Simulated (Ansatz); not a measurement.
Crystal: CdS (Hawleyite).

```
Cd S
1.0
     0.00000    2.91650    2.91650
     2.91650    0.00000    2.91650
     2.91650    2.91650    0.00000
Cd S
1 1
Direct
  0.00000 0.00000 0.00000
  0.75000 0.75000 0.75000
```

Base run:

| Property | Result |
| --- | --- |
| Program | Ansatz 0.2.0 |
| Functional | PBEsol |
| Potentials or basis | all-electron LAPW, scalar-relativistic |
| Cutoff | 247 eV (chosen from the basis error) |
| Basis error allowed | 0.001 eV/atom |
| k mesh | 8 × 8 × 8 |
| Occupations | fermi-dirac, width 0.05 eV |
| Spin | no spin polarisation |

Its results: band gap on the k mesh 1.00 eV, direct; pressure -0.2 GPa.

Question: The run is repeated on the same cell with these changes: functional from PBEsol to BLYP. What comes out?

Answer: Band gap on the k mesh 1.09 eV, direct; pressure 6.1 GPa.

BLYP binds less tightly than PBEsol, so the same cell stands under more pressure.
